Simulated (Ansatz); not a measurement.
**GaAs: stress in a strained cell**

Aim: deform GaAs (equal xx and yy strain of +3 %) and compute stress, forces and field gradients with LAPW, PAW and all-electron datasets made for the crystal.

Method: DFT PBE, scalar-relativistic, in Ansatz 0.2.0.

## Step 1: Starting point

Symmetry: F-43m, No. 216, cubic system. Conventional cell: a = 5.654 Å, b = 5.654 Å, c = 5.654 Å, α = 90.00°, β = 90.00°, γ = 90.00°. Ga (site symmetry -43m) has 4 As at 2.45 Å as nearest neighbours. Around As (site symmetry -43m) lie 4 Ga at 2.45 Å.

Coordinates:

```
Ga As
1.0
     0.00000    2.82685    2.82685
     2.82685    0.00000    2.82685
     2.82685    2.82685    0.00000
Ga As
1 1
Direct
  0.00000 0.00000 0.00000
  0.75000 0.75000 0.75000
```

Atoms are numbered in the order of the input: Ga1, As2.

## Step 2: After the deformation

Space group F-43m before, I-4m2 after.

## Step 3: All-electron LAPW

input.yaml

```yaml
crystal:
  lattice:
    - [0.0, 2.9116555, 2.82685]
    - [2.9116555, 0.0, 2.82685]
    - [2.9116555, 2.9116555, 0.0]
  atoms:
    - { symbol: Ga, position: [0.0, 0.0, 0.0] }
    - { symbol: As, position: [0.75, 0.75, 0.75] }
kpoints:
  mp_grid: { grid: [11, 11, 11] }
  band_path:
    path:
      - [0.0, 0.0, 0.0]
      - [0.0, 0.5, 0.5]
      - [0.25, 0.75, 0.5]
      - [0.0, 0.5, 0.0]
      - [0.0, 0.0, 0.0]
      - [0.5, 0.5, 0.0]
      - [0.3826125, 0.6173875, 0.0]
      - [-0.3826125, 0.3826125, 0.0]
      - [0.0, 0.0, 0.0]
    npoints: 5
scf:
  occupations: { method: fermi_dirac, width: 0.05 }
hamiltonian:
  xc: pbe
  pseudopotentials: { kind: all_electron, lapw: { basis_error: 0.0005 } }
output:
  forces: true
  stress: true
  eigenvalues: true
```

Run with:

```sh
ansatz run input.yaml --threads 1 --pin off --max-ram 3072MiB --backend cpu --events-out ev --progress --plain --runs-dir out
```

## Step 4: PAW with frozen cores

input.yaml

```yaml
crystal:
  lattice:
    - [0.0, 2.9116555, 2.82685]
    - [2.9116555, 0.0, 2.82685]
    - [2.9116555, 2.9116555, 0.0]
  atoms:
    - { symbol: Ga, position: [0.0, 0.0, 0.0] }
    - { symbol: As, position: [0.75, 0.75, 0.75] }
kpoints:
  mp_grid: { grid: [11, 11, 11] }
scf:
  occupations: { method: fermi_dirac, width: 0.05 }
hamiltonian:
  xc: pbe
  pseudopotentials: { kind: paw }
output:
  forces: true
  stress: true
  eigenvalues: true
  efg: { contact_densities: true }
```

## Step 5: Datasets made for this crystal

input.yaml: that of step 4 with these lines changed.

```diff
@@ -14,3 +14,3 @@
   xc: pbe
-  pseudopotentials: { kind: paw }
+  pseudopotentials: { kind: all_electron, datasets: crystal }
 output:
```

(Steps that only read results are left out.)

What does the calculation give? Wanted: pressure; largest shear or deviatoric stress.

The runs gave:

| quantity | value |
| --- | --- |
| pressure | LAPW -0.63, PAW -0.63, crystal datasets -0.63 GPa |
| largest shear or deviatoric stress (LAPW) | 1.07 GPa |

In words: The largest part of the stress beyond the pressure is 1.07 GPa in size, in the zz component; the atoms are carried along and not relaxed. No run of the undeformed cell stands beside it, so the pressure holds what the given cell had before the change. PAW: stress within 0.01 GPa of LAPW. Crystal datasets: stress within 0.01 GPa of LAPW.
